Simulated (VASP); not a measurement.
Runs of VASP 6.6.1 on GaN. It takes space group Fm-3m (No. 225, cubic). The conventional cell has a = 4.270 Å, b = 4.270 Å, c = 4.270 Å, α = 90.00°, β = 90.00°, γ = 90.00°. Ga (site symmetry m-3m) has 6 N at 2.14 Å as nearest neighbours. Around N (site symmetry m-3m) lie 6 Ga at 2.14 Å. Measurements of this composition are mostly on another form, of space group No. 186.

| level | other keys | gap on the mesh (eV) | pressure (GPa) | relaxed volume (Å³/atom) |
| --- | --- | --- | --- | --- |
| BLYP+D4 | - | (a) | 0.0 | 9.47 |
| BLYP | - | 0.19 | 0.0 | 10.17 |
| BLYP+D3 | - | (b) | 0.1 | 9.76 |
| BLYP+D3(BJ) | - | 0.54 | -0.1 | 9.61 |
| BLYP | LMAXMIX = 4; MAXMIX = 5 | 0.19 | -0.1 | 10.17 |

Alike in all rows: task relaxation of cell and atoms; potentials or basis VASP PAW PBE potentials, release 64 (Ga_d, N); no spin polarisation; cell relaxed; k mesh 11 × 11 × 11; cutoff (eV) 600; smearing fermi-dirac 0.05 eV.

**Question.** Estimate the missing entries.

**Answer.** (a) 0.64; (b) 0.44.

Caveats: the PAW data sets were made with another functional, which shifts forces and pressure a little; an odd mesh through Γ misses points on the zone boundary, where band edges often lie.

A k mesh can miss the band edges, and the runs leave out spin-orbit coupling on Ga.
